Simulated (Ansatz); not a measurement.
# HfO2: the cost of one run

Program: Ansatz 0.2.0. Level of theory: DFT PBEsol, scalar-relativistic, plane waves, PAW. These are calculated values, not measurements.

### Step 1. The structure to begin with

It takes space group Fm-3m (No. 225, cubic). The conventional cell has a = 5.115 Å, b = 5.115 Å, c = 5.115 Å, α = 90.00°, β = 90.00°, γ = 90.00°. Hf (site symmetry m-3m) is surrounded by 8 O at 2.21 Å. O (site symmetry -43m) has 4 Hf at 2.21 Å as nearest neighbours.

As a file:

```
Hf O
1.0
     0.00000    2.55750    2.55750
     2.55750    0.00000    2.55750
     2.55750    2.55750    0.00000
Hf O
1 2
Direct
  0.00000 0.00000 0.00000
  0.25000 0.25000 0.25000
  0.75000 0.75000 0.75000
```

The structure comes from the Crystallography Open Database.

### Step 2. Quick check of gap, pressure and forces

Contents of input.yaml:

```yaml
crystal:
  lattice:
    - [0.0, 2.5575, 2.5575]
    - [2.5575, 0.0, 2.5575]
    - [2.5575, 2.5575, 0.0]
  atoms:
    - { symbol: Hf, position: [0.0, 0.0, 0.0] }
    - { symbol: O, position: [0.25, 0.25, 0.25] }
    - { symbol: O, position: [0.75, 0.75, 0.75] }
basis:
  ecutwfc: 420
kpoints:
  mp_grid: { grid: [6, 6, 6] }
hamiltonian:
  xc: pbesol
scf:
  occupations: { method: gaussian, width: 0.1 }
output:
  forces: true
  stress: true
  eigenvalues: true
```

What time and memory should one allow on 1 thread of an Arm CPU, shared host?

About 1.3 s, with a peak of 0.28 GiB.
